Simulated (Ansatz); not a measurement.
# Ge: element swaps in one structure

The structure type of Ge is kept and its elements are changed: Ge → Zr. Wanted are volume, gap and formation energy of each.

Computed with Ansatz 0.2.0 (DFT PBEsol, scalar-relativistic, plane waves, PAW, unless a step's input says otherwise).

2 further runs of the same task are left out: 2 set aside as unsound or not needed.

**1. Starting point**

It takes space group P6_3/mmc (No. 194, hexagonal). Conventional cell: a = 3.997 Å, b = 3.997 Å, c = 6.596 Å, α = 90.00°, β = 90.00°, γ = 120.00°. Ge (site symmetry 3m) has 4 Ge at 2.45 to 2.47 Å as nearest neighbours.

Structure file:

```cif
data_structure
_symmetry_space_group_name_H-M 'P 1'
_symmetry_Int_Tables_number 1
_cell_length_a 3.9970
_cell_length_b 3.9970
_cell_length_c 6.5964
_cell_angle_alpha 90.000
_cell_angle_beta 90.000
_cell_angle_gamma 120.000
_cell_volume 91.26
loop_
_atom_site_label
_atom_site_type_symbol
_atom_site_fract_x
_atom_site_fract_y
_atom_site_fract_z
_atom_site_occupancy
Ge1 Ge 0.66667 0.33333 0.06291 1
Ge2 Ge 0.33333 0.66667 0.56291 1
Ge3 Ge 0.66667 0.33333 0.43709 1
Ge4 Ge 0.33333 0.66667 0.93709 1
```

It goes back to an entry of the Materials Project, which need not be the stable form.

This cell was relaxed beforehand with the same method: volume 22.82 Å³/atom, gap on the mesh none (metal).

**2. Ge → Zr: the starting cell**

Zr starts from the relaxed positions of Ge, with all lengths scaled by 1.293, a guess from tabulated radii.

**3. Quick check of gap, pressure and forces (Zr)**

input.yaml

```yaml
crystal:
  lattice:
    - [5.1696394045, 0.0, 0.0]
    - [-2.5848197023, 4.4770390527, 0.0]
    - [0.0, 0.0, 8.5316745991]
  atoms:
    - { symbol: Zr, position: [0.6666666667, 0.3333333333, 0.0629118567] }
    - { symbol: Zr, position: [0.3333333333, 0.6666666667, 0.5629118567] }
    - { symbol: Zr, position: [0.6666666667, 0.3333333333, 0.4370881433] }
    - { symbol: Zr, position: [0.3333333333, 0.6666666667, 0.9370881433] }
basis:
  ecutwfc: 420
kpoints:
  mp_grid: { grid: [6, 6, 2] }
hamiltonian:
  xc: pbesol
scf:
  occupations: { method: gaussian, width: 0.1 }
output:
  forces: true
  stress: true
  eigenvalues: true
```

Run with:

```console
$ ansatz run input.yaml --threads 1 --pin off --max-ram 2560MiB --backend cpu --events-out ev --progress --plain --runs-dir out
```

The session goes on with these runs: relaxing cell and atoms (Zr); second relaxation, mesh chosen anew (Zr).

**Question.** What will these runs give? Wanted: Ge → Zr.

**Answer**, as computed:

```
    quantity                            value
Ge → Zr (Zr)  30.10 Å³/atom, gap none (metal)
```

In words: Ge → Zr changes the volume per atom by +31.9 %. Both are metals at this level.

Real Ge has a narrow gap, which semilocal functionals close or nearly close; near the undistorted cell a metallic reading is the functional's, not the solid's.
